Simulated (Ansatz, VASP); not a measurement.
**Pt: VASP beside Ansatz**

The input INCAR:

```
ALGO = Normal ; EDIFF = 1E-6
ENCUT = 520 ; GGA = PE
ISIF = 2 ; ISMEAR = -1
LASPH = True ; LCHARG = False
LREAL = False ; LWAVE = False
NBANDS = 11 ; NELM = 80
PREC = Accurate ; SIGMA = 0.1
```

File KPOINTS:

```
k-points
0
Gamma
  12 12 12
```

Contents of POSCAR:

```
Pt
1.0
    0.0000000000      2.0118551003      2.0118551003
    2.0118551003      0.0000000000      2.0118551003
    2.0118551003      2.0118551003      0.0000000000
Pt
1
Direct
    0.0000000000      0.0000000000      0.0000000000
```

Input for Ansatz:

```yaml
crystal:
  lattice:
    - [0.0, 2.011855100303001, 2.011855100303001]
    - [2.011855100303001, 0.0, 2.011855100303001]
    - [2.011855100303001, 2.011855100303001, 0.0]
  atoms:
    - { symbol: Pt, position: [0.0, 0.0, 0.0] }
basis:
  ecutwfc: 470.0
kpoints:
  mp_grid:
    grid: [12, 12, 12]
hamiltonian:
  xc: pbe
  pseudopotentials:
    kind: paw
scf:
  occupations:
    method: fermi_dirac
output:
  stress: true
```

Alike in both runs: task single point; functional PBE; k mesh 12 × 12 × 12; no spin polarisation.

```csv
,VASP,Ansatz
version,VASP 6.6.1,Ansatz 0.2.0
potentials or method,"VASP PAW PBE potentials, release 64 (Pt)","plane waves, PAW"
plane-wave cutoff (eV),520,470
occupations,"fermi-dirac, width 0.1 eV",fermi-dirac
valence electrons in the cell,10,18
```

|  | VASP | Ansatz | Ansatz less VASP |
| --- | --- | --- | --- |
| pressure (GPa) | -8.9 | -8.5 | +0.40 |

The two sets of potentials don't hold the same shells in valence.

Spin-orbit coupling is left out, which matters for the levels of Pt.
